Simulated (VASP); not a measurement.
# Te2Mo: relaxation of cell and atoms with PBEsol+D3(BJ)

Te2Mo, a sheet with vacuum:

```
Te Mo
1.0
     3.52000    0.00000    0.00000
    -1.76000    3.04841    0.00000
     0.00000    0.00000   19.62000
Te Mo
2 1
Cartesian
  1.7600 1.0161 8.0000
  1.7600 1.0161 11.6200
  0.0000 2.0323 9.8100
```

The cell was built by a generator and needn't be a form met in nature.

```
Program                : VASP 6.6.1
Task                   : relaxation of cell and atoms
Functional             : PBEsol
Dispersion             : D3(BJ)
Potentials or basis    : VASP PAW PBE potentials, release 64 (Te, Mo_sv)
Cutoff                 : 600 eV
k mesh                 : 12 × 12 × 1
Occupations            : gaussian, width 0.03 eV
Spin                   : no spin polarisation
Dipole correction      : no
Further INCAR settings : ALGO = Normal; EDIFF = 1e-06; IBRION = 2; EDIFFG = -0.005; NSW = 60; ISIF = 3
```

```json
{"Relaxed volume": "67.19 Å³/atom", "Relaxed cell": "a = 3.444 Å, b = 3.444 Å, c = 19.620 Å, α = 90.00°, β = 90.00°, γ = 120.00°", "Space group after relaxing (to 0.05 Å)": "P-6m2 (No. 187)", "Energy gained by relaxing": "13.7 meV/atom", "Ionic steps": "9", "Band gap on the k mesh": "1.27 eV, indirect (least direct gap 1.32 eV)", "Dispersion energy per atom": "-0.361 eV"}
```

The path:
```csv
step,energy change (eV),largest force (eV/Å),pressure (GPa),volume (Å³)
1,0.0000,0.2991,-1.28,210.53
2,-0.0130,0.5576,1.37,197.42
3,-0.0384,0.1545,0.10,203.14
4,-0.0384,0.1642,0.12,202.99
5,-0.0403,0.0971,0.08,202.32
6,-0.0412,0.0063,0.02,201.27
7,-0.0412,0.0094,0.02,201.44
8,-0.0412,0.0109,-0.04,201.73
9,-0.0412,0.0003,-0.01,201.57
```

Final structure:
```xyz
3
Lattice="3.4443 0.0000 0.0000 -1.7221 2.9828 0.0000 0.0000 0.0000 19.6200" Properties=species:S:1:pos:R:3 pbc="T T T"
Te    1.7221    0.9943    7.9923
Te    1.7221    0.9943   11.6277
Mo    0.0000    1.9885    9.8100
```

Levels at points of the mesh, in eV from the valence-band top:
```tsv
k point	band 9	band 10	band 11	band 12	band 13	band 14	band 15	band 16	band 17
(0.00, 0.00, 0.00)	-1.57	-1.57	-0.76	-0.76	-0.71	3.44	3.44	3.74	3.74
(0.50, 0.00, 0.00)	-3.43	-2.28	-1.80	-0.82	-0.07	1.65	1.89	3.40	3.90
```

Run time: 2.1 min on 4 MPI ranks on Intel(R) Xeon(R) Platinum 8488C (Sapphire Rapids) (shared host), peak memory 0.43 GiB a rank.

Caveat: the PAW data sets were made with another functional, which shifts forces and pressure a little; spin-orbit coupling is left out, which moves the levels of the heavy elements. A hybrid or GW would open this gap; PBEsol tends to underestimate it.
